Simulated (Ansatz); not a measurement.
# Band structure of Sb

```xyz
1
Lattice="0.0000 2.3050 2.3050 2.3050 0.0000 2.3050 2.3050 2.3050 0.0000" Properties=species:S:1:pos:R:3 pbc="T T T"
Sb    0.0000    0.0000    0.0000
```

The geometry is COD entry 9013009, unchecked; take it as a test cell.

No spin–orbit coupling, which matters for the heavy atoms here.

Theory: DFT, PBE, all-electron LAPW, scalar-relativistic (Ansatz 0.2.0).

Sampling and basis: a Γ-centred 12×12×12 k mesh, Fermi–Dirac smearing of 0.05 eV, basis error target 1 meV/atom, no spin polarisation.

Points in fractions of the reciprocal vectors of this cell: Γ (0, 0, 0), X (0.5, 0, 0.5), U (0.625, 0.25, 0.625), K (0.375, 0.375, 0.75), L (0.5, 0.5, 0.5), W (0.5, 0.25, 0.75). The path joins them by straight lines in the order Γ–X–U–K–Γ–L–W–X; legs that retrace an earlier one aren't tabulated. Energies are in eV from the Fermi level.

(1) Metal or insulator at this level of theory?

(2) Tabulate bands 7 to 14, counted from the lowest band of the run, along the path.

Results:

(1) No gap opens: metallic or semimetallic.

(2) 
```tsv
k (1/Å)	point	band 7	band 8	band 9	band 10	band 11	band 12	band 13	band 14
0.00	Γ	-29.46	-29.40	-29.40	-13.77	5.98	5.98	5.98	10.08
0.34		-29.44	-29.41	-29.40	-13.32	4.39	4.39	4.42	7.84
0.68		-29.40	-29.40	-29.38	-11.98	1.24	2.26	2.26	6.02
1.02		-29.36	-29.35	-29.35	-9.78	-2.62	0.83	0.83	4.80
1.36	X	-29.35	-29.33	-29.33	-7.55	-5.52	0.33	0.33	4.22
1.48		-29.36	-29.34	-29.34	-7.53	-5.45	-0.26	0.39	4.40
1.60		-29.36	-29.34	-29.34	-7.49	-5.27	-1.41	0.57	4.56
1.72		-29.37	-29.36	-29.34	-7.46	-4.96	-2.55	0.86	4.80
1.84	U	-29.37	-29.37	-29.35	-7.57	-4.53	-3.43	1.26	5.12
2.05		-29.39	-29.38	-29.35	-7.73	-4.43	-3.19	0.38	6.76
2.26		-29.41	-29.38	-29.34	-7.81	-4.51	-2.55	-0.57	8.91
2.47		-29.39	-29.38	-29.35	-7.73	-4.43	-3.19	0.38	6.76
2.68	K	-29.37	-29.37	-29.35	-7.57	-4.53	-3.43	1.26	5.12
3.04		-29.40	-29.38	-29.38	-9.44	-3.32	-2.56	3.01	6.66
3.40		-29.42	-29.41	-29.37	-11.76	-0.72	0.31	5.09	9.06
3.76		-29.44	-29.41	-29.40	-13.27	3.03	3.79	6.02	9.31
4.13	Γ	-29.46	-29.40	-29.40	-13.77	5.98	5.98	5.98	10.08
4.42		-29.45	-29.40	-29.40	-13.44	3.25	5.54	5.54	9.04
4.72		-29.44	-29.39	-29.39	-12.43	-0.85	4.78	4.78	8.66
5.01		-29.45	-29.36	-29.36	-10.82	-4.46	4.23	4.23	8.70
5.31	L	-29.45	-29.35	-29.35	-9.45	-6.51	4.04	4.04	9.02
5.55		-29.44	-29.36	-29.35	-9.25	-6.28	2.32	3.34	7.90
5.79		-29.40	-29.38	-29.35	-8.67	-5.58	-0.33	1.48	7.91
6.03		-29.41	-29.38	-29.34	-7.81	-4.51	-2.55	-0.57	8.91
6.27	W	-29.43	-29.38	-29.33	-7.25	-3.59	-3.59	-1.84	9.99
6.44		-29.39	-29.38	-29.33	-7.30	-4.41	-2.56	-1.61	8.62
6.61		-29.36	-29.36	-29.33	-7.41	-5.02	-1.40	-0.97	6.63
6.78		-29.36	-29.34	-29.33	-7.51	-5.39	-0.26	-0.14	4.97
6.95	X	-29.35	-29.33	-29.33	-7.55	-5.52	0.33	0.33	4.22
```
